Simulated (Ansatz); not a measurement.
## Electrons against holes in SrO, calculated with Ansatz

Space group Fm-3m (No. 225), 2 atoms in the cell of the first input below: a = 3.634 Å, b = 3.634 Å, c = 3.634 Å, α = 60.00°, β = 60.00°, γ = 60.00°.

The cell was built from a prototype of a structure type listed for this compound, at its measured volume, taken without relaxation (pressure 2.9 GPa with this functional, without spin–orbit coupling). Functional: PBE.

Spin–orbit coupling is left out. Kohn–Sham gap between the band edges found on a fine mesh: 3.31 eV.

Levels at points 0.012 Å⁻¹ about the band edges give the masses:

```yaml
crystal:
  lattice:
    - [0.0, 2.5697984671, 2.5697984671]
    - [2.5697984671, 0.0, 2.5697984671]
    - [2.5697984671, 2.5697984671, 0.0]
  atoms:
    - { symbol: Sr, position: [0.5, 0.5, 0.5] }
    - { symbol: O, position: [0.0, 0.0, 0.0] }
basis:
  ecutwfc: 420
  ecutrho_ratio: 4
kpoints:
  mp_grid: { grid: [12, 12, 12] }
hamiltonian:
  xc: pbe
scf:
  occupations: { method: gaussian, width: 0.05 }
output:
  forces: true
  stress: true
  eigenvalues: true
  eigenstates:
    kpoints:
      - [0.0, 0.0, 0.0]
      - [0.0, 0.004907954, 0.004907954]
      - [0.0, -0.004907954, -0.004907954]
      - [0.004907954, 0.0, 0.004907954]
      - [-0.004907954, 0.0, -0.004907954]
      - [0.004907954, 0.004907954, 0.0]
      - [-0.004907954, -0.004907954, 0.0]
      - [0.003470447, 0.003470447, 0.006940894]
      - [-0.003470447, -0.003470447, -0.006940894]
      - [0.003470447, 0.006940894, 0.003470447]
      - [-0.003470447, -0.006940894, -0.003470447]
      - [0.006940894, 0.003470447, 0.003470447]
      - [-0.006940894, -0.003470447, -0.003470447]
      - [0.005667217, 0.005667217, 0.005667217]
      - [-0.005667217, -0.005667217, -0.005667217]
      - [0.0, -0.5, -0.5]
      - [0.0, -0.495092046, -0.495092046]
      - [0.0, -0.504907954, -0.504907954]
      - [0.004907954, -0.5, -0.495092046]
      - [-0.004907954, -0.5, -0.504907954]
      - [0.004907954, -0.495092046, -0.5]
      - [-0.004907954, -0.504907954, -0.5]
      - [0.003470447, -0.496529553, -0.493059106]
      - [-0.003470447, -0.503470447, -0.506940894]
      - [0.003470447, -0.493059106, -0.496529553]
      - [-0.003470447, -0.506940894, -0.503470447]
      - [0.006940894, -0.496529553, -0.496529553]
      - [-0.006940894, -0.503470447, -0.503470447]
      - [0.005667217, -0.494332783, -0.494332783]
      - [-0.005667217, -0.505667217, -0.505667217]
    de_dk: true
    e_range: [-2.256257679027, 2.256257679025]
```

```bash
ansatz run input.yaml --threads 4 --pin off --max-ram 9216MiB --backend cpu --events-out ev --progress --plain --runs-dir out
```

Time: 0.86 s on 4 threads of Arm Neoverse V2, on a shared host, peak memory 0.29 GiB.

Edges at k = (0.000, 0.000, 0.000) and (0.000, -0.500, -0.500); masses in electron masses along fixed Cartesian directions (which need not be the axes of a valley), negative for hole-like bands, for at most the three nearest levels of the same spin at these k-points, within 0.3 eV:

| edge | band | from the edge (meV) | degeneracy | x | y | z | 111 |
| --- | --- | --- | --- | --- | --- | --- | --- |
| valence | 1 | 0 | 3 | -4.2 | -4.2 | -4.2 | -1.272 |
| valence | 2 | 0 | 3 | -4.2 | -4.2 | -4.2 | -1.272 |
| valence | 3 | 0 | 3 | -0.324 | -0.324 | -0.324 | -0.502 |
| conduction | 1 | 0 | 1 | 1.221 | 0.399 | 0.399 | 0.514 |

These curvatures agree with the slopes at the same points. They hold at the edge alone, and further out the bands need not be parabolic. Degenerate bands can be warped: each is named by its order in energy along a direction and has no mass tensor of its own.

The states of the whole zone with their velocity products:

```yaml
crystal:
  lattice:
    - [0.0, 2.5697984671, 2.5697984671]
    - [2.5697984671, 0.0, 2.5697984671]
    - [2.5697984671, 2.5697984671, 0.0]
  atoms:
    - { symbol: Sr, position: [0.5, 0.5, 0.5] }
    - { symbol: O, position: [0.0, 0.0, 0.0] }
basis:
  ecutwfc: 420
  ecutrho_ratio: 4
kpoints:
  mp_grid: { grid: [12, 12, 12] }
hamiltonian:
  xc: pbe
scf:
  occupations: { method: gaussian, width: 0.05 }
output:
  forces: true
  stress: true
  eigenvalues: true
  states_by_energy: { minimum_broadening: 0.025 }
```

```bash
ansatz run input.yaml --threads 4 --pin off --max-ram 9216MiB --backend cpu --events-out ev --progress --plain --runs-dir out
```

Time: 31 s on 4 threads of Arm Neoverse V2, with other jobs on the host, peak memory 0.77 GiB.

From that table, at a constant relaxation time τ with Fermi–Dirac weights and rigid bands:

```
T (K)  doping (cm⁻³)  μ − E_F (eV)  σ_xx/τ (10²⁰/Ω m s)  S_xx (μV/K)  Lorenz (10⁻⁸ V²/K²)  ħω_p,xx (eV)
  300         n 1e19         1.628               0.0054         -321                 1.87         0.163
  300         p 1e19        -1.573              0.00205          528                 2.53         0.100
  300         n 1e20         1.711               0.0537         -142                 2.04         0.513
  300         p 1e20        -1.635               0.0204          335                 2.54         0.316
  300         n 1e21         1.949                0.515          -37                 2.38         1.588
  300         p 1e21        -1.714                0.197          179                 2.44         0.983
  600         n 1e19         1.542              0.00533         -410                 1.85         0.162
  600         p 1e19        -1.413              0.00186          660                 1.92         0.095
  600         n 1e20         1.677               0.0531         -219                 1.92         0.510
  600         p 1e20        -1.533               0.0185          462                 1.91         0.301
  600         n 1e21         1.942                0.512          -71                 2.25         1.584
  600         p 1e21        -1.661                0.182          272                 1.85         0.945
  900         n 1e19         1.435              0.00526         -463                 1.85         0.161
  900         p 1e19        -1.226              0.00169          714                 1.55         0.091
  900         n 1e20         1.627               0.0525         -268                 1.89         0.507
  900         p 1e20        -1.405               0.0169          516                 1.55         0.287
  900         n 1e21         1.930                0.509         -102                 2.14         1.578
  900         p 1e21        -1.590                0.167          320                 1.54         0.903
```

Task: Which of the dopings listed at 300 K has the largest power factor S²σ/τ along x?

Result: n 1e19: 0.56, p 1e19: 0.57, n 1e20: 1.1, p 1e20: 2.3, n 1e21: 0.69, p 1e21: 6.3 (10¹¹ W/m K² s), so p 1e21 cm⁻³, if τ is the same for all.

Caveats: crystals with gaps this wide can seldom be doped to such densities with both signs of carrier, so the rows show what the bands would give; melting, decomposition and changes of phase at these temperatures weren't checked; no scattering is computed, and the gap isn't corrected.

At every temperature and density listed, holes give the larger Seebeck coefficient and electrons the larger σ/τ. The valence top consists of three O 2p bands meeting at Γ. Along x, two are π-like and nearly flat (-4.2), while the σ-like one is light (-0.324). The conduction minimum at X is mainly Sr 4d, and its in-plane orbital overlap explains why the transverse mass (0.399) is lower than the longitudinal one (1.221).

The larger density of states at the valence edge keeps the hole gas less degenerate at a given density, so each carrier transports more entropy. At 300 K this barely matters for the power factor at 1e19, but at 1e21 the electron Seebeck coefficient has collapsed to -37 μV/K while that of holes is still 179 μV/K, which outweighs their lower conductivity. As the hole power factor is still rising at the highest density listed, no optimum is established. Heavy holes in so polar an oxide probably couple more strongly to lattice vibrations, even to the point of self-trapping, which would reduce their advantage.
